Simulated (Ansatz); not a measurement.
Rh in Ansatz: the effect of target pressure

Rh:

```
Rh
1.0
     2.73098    0.00000    0.00000
    -1.36549    2.36510    0.00000
     0.00000    0.00000    4.42849
Rh
2
Direct
  0.33333 0.66667 0.25000
  0.66667 0.33333 0.75000
```

This isn't the form of Rh at room conditions, which is fcc.

Alike in all runs:

```yaml
Program: Ansatz 0.2.0
Task: relaxation of cell and atoms
Functional: PBEsol
Potentials_or_basis: all-electron LAPW, scalar-relativistic
Basis_error_allowed: 0.001 eV/atom
k_mesh: 11 × 11 × 6
Occupations: fermi-dirac, width 0.05 eV
Spin: no spin polarisation
```

Each run relaxes the cell or the atoms first.

| target pressure | relaxed volume (Å³/atom) |
| --- | --- |
| 0 GPa | ? |
| 5 GPa | 13.34 |
| 10 GPa | 13.13 |
| 20 GPa | 12.78 |
| 30 GPa | 12.48 |

What does the run with target pressure 0 GPa give?

Relaxed volume 13.56 Å³/atom.

Worked out: In Murnaghan's law V^(-B') rises as a straight line in P. The other rows fit best with B' = 6.0, V0 = 13.57 Å³/atom and B0 = 276 GPa, which gives 13.57 Å³/atom at 0 GPa, against the run's 13.56.
